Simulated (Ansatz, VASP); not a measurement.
**One calculation of CaO5, two programs**

```
Ca O
1.0
     4.67241    0.00000    0.00000
    -2.33620    4.04642    0.00000
     0.00000    0.00000    3.14762
Ca O
1 5
Direct
  0.00000 0.00000 0.00000
  0.33333 0.66667 0.00000
  0.66667 0.33333 0.00000
  0.50000 0.00000 0.50000
  0.50000 0.50000 0.50000
  0.00000 0.50000 0.50000
```

Change from the starting cell: species swapped into the CaPd5 type (P6/mmm, No. 191).

Alike in both runs: functional PBE; k mesh 6 × 6 × 4; occupations gaussian, width 0.1 eV; no spin polarisation.

Ansatz relaxed the structure, and its values are those at the end. VASP's run is a single point on that final structure, the one shown.

|  | VASP | Ansatz |
| --- | --- | --- |
| version | VASP 6.6.1 | Ansatz 0.2.0 |
| potentials or method | VASP PAW PBE potentials, release 64 (Ca_sv, O) | scalar-relativistic, plane waves, PAW |
| plane-wave cutoff (eV) | 520 | 420 |
| valence electrons in the cell | 40 | 40 |

Ansatz gave:

```
gap on the k mesh at the Fermi level (eV) : none
pressure (GPa)                            : 0.0
```

Task: Estimate VASP's values.

Result: gap on the k mesh at the Fermi level (eV): none; pressure (GPa): -0.2.

A gap of «none» marks a metal or a gap that the smearing closes.

Caveats: the k mesh is coarse (spacing up to 0.50 Å⁻¹), so the values aren't converged.
